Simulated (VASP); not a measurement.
VASP inputs for SiC

INCAR, step 1 (ground state)

```
LREAL = .FALSE.
ISMEAR = 0
GGA = PE
NELM = 120
ENCUT = 500
SIGMA = 0.01
LWAVE = .TRUE.
PREC = Accurate
LASPH = .TRUE.
EDIFF = 1E-7
LCHARG = .FALSE.
```

INCAR, step 2 (empty bands)

```
GGA = PE
EDIFF = 1E-7
LREAL = .FALSE.
LASPH = .TRUE.
LCHARG = .FALSE.
ALGO = Exact
NELM = 1
PREC = Accurate
NBANDS = 65
ISTART = 1
ISMEAR = 0
SIGMA = 0.01
ENCUT = 500
LOPTICS = .TRUE.
LWAVE = .TRUE.
```

INCAR, step 3 (GW)

```
NBANDSGW = 12
NELMGW = 1
NBANDS = 65
LCHARG = .FALSE.
NOMEGA = 64
NELM = 120
ENCUT = 500
EDIFF = 1E-7
LASPH = .TRUE.
PREC = Accurate
ISMEAR = 0
GGA = PE
ENCUTGWSOFT = 120
ENCUTGW = 120
SIGMA = 0.01
LWAVE = .FALSE.
ALGO = EVGW0
LREAL = .FALSE.
ISTART = 1
PRECFOCK = Fast
```

KPOINTS

```
KPOINTS created by Atomic Simulation Environment
0
Gamma
6 6 6
0 0 0
```

POSCAR

```
Si C
 1.0000000000000000
     0.0000000000000000    2.1800000000000002    2.1800000000000002
     2.1800000000000002    0.0000000000000000    2.1800000000000002
     2.1800000000000002    2.1800000000000002    0.0000000000000000
 Si  C
   1   1
Cartesian
  0.0000000000000000  0.0000000000000000  0.0000000000000000
  1.0900000000000001  1.0900000000000001  1.0900000000000001
```

VASP ran with the GW set of PAW datasets (8 valence electrons in the cell).

Q: Predict the results.

A: PBE gap on the mesh 1.35 eV; G₀W₀ gap on the mesh 2.11 eV.
